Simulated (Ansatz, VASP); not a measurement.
## Two plane-wave programs on CaSe

The input POSCAR:

```
CaSe
1.0
   -0.0425346699      2.9250004374      2.9250004374
    2.9250004374     -0.0425346699      2.9250004374
    2.9250004374      2.9250004374     -0.0425346699
Ca Se
1 1
Direct
    0.0000000000      0.0000000000      0.0000000000
    0.5000000000      0.5000000000      0.5000000000
```

File INCAR.step1:

```
ALGO = Normal
EDIFF = 1E-4
ENCUT = 520
GGA = PE
ISMEAR = 0
LASPH = True
LCHARG = False
LREAL = False
LWAVE = True
NBANDS = 15
NELM = 100
PREC = Accurate
SIGMA = 0.01
```

Contents of INCAR.step2:

```
ALGO = Normal
EDIFF = 1E-6
ENCUT = 520
ISIF = 2
ISMEAR = 0
ISTART = 1
LASPH = True
LCHARG = False
LMIXTAU = True
LREAL = False
LWAVE = False
METAGGA = R2SCAN
NBANDS = 15
NELM = 100
PREC = Accurate
SIGMA = 0.01
```

The input KPOINTS:

```
k-points
0
Gamma
  8 8 8
```

Input for Ansatz:

```yaml
crystal:
  lattice:
    - [-0.0425346699, 2.9250004374, 2.9250004374]
    - [2.9250004374, -0.0425346699, 2.9250004374]
    - [2.9250004374, 2.9250004374, -0.0425346699]
  atoms:
    - { symbol: Ca, position: [0.0, 0.0, 0.0] }
    - { symbol: Se, position: [0.5, 0.5, 0.5] }
kpoints:
  mp_grid: { grid: [8, 8, 8] }
  band_path:
    path:
      - [0.0, 0.0, 0.0]
      - [0.5, 0.0, 0.5]
      - [0.625, 0.25, 0.625]
      - [0.375, 0.375, 0.75]
      - [0.5, 0.5, 0.5]
      - [0.5, 0.25, 0.75]
    npoints: 1
hamiltonian:
  xc: r2scan
scf:
  occupations: { method: fixed }
  n_extra_bands: 4
output:
  forces: true
  stress: true
  eigenvalues: true
```

Change from the starting cell: shear_111 strain -2.1%.

Alike in both runs: task single point; functional r2SCAN; k mesh 8 × 8 × 8; no spin polarisation.

|  | VASP | Ansatz |
| --- | --- | --- |
| version | VASP 6.6.1 | Ansatz 0.2.0 |
| potentials or method | VASP PAW PBE potentials, release 64 (Ca_sv, Se) | plane waves, PAW |
| plane-wave cutoff (eV) | 520 | 500 |
| occupations | gaussian, width 0.01 eV | fixed |
| valence electrons in the cell | 16 | 26 |

Ansatz gave:

| Item | Value |
| --- | --- |
| gap on the k mesh at the Fermi level (eV) | 2.38 |
| pressure (GPa) | 1.2 |
| largest component of the traceless stress (GPa) | 0.42 |

**Question.** Which values does VASP return?

**Answer.** gap on the k mesh at the Fermi level (eV): 2.38; pressure (GPa): 1.4; largest component of the traceless stress (GPa): 0.42.

The two sets of potentials don't hold the same shells in valence.

Caveats: the PAW data sets were made with another functional, which shifts forces and pressure a little (VASP). A k mesh can miss the band edges.
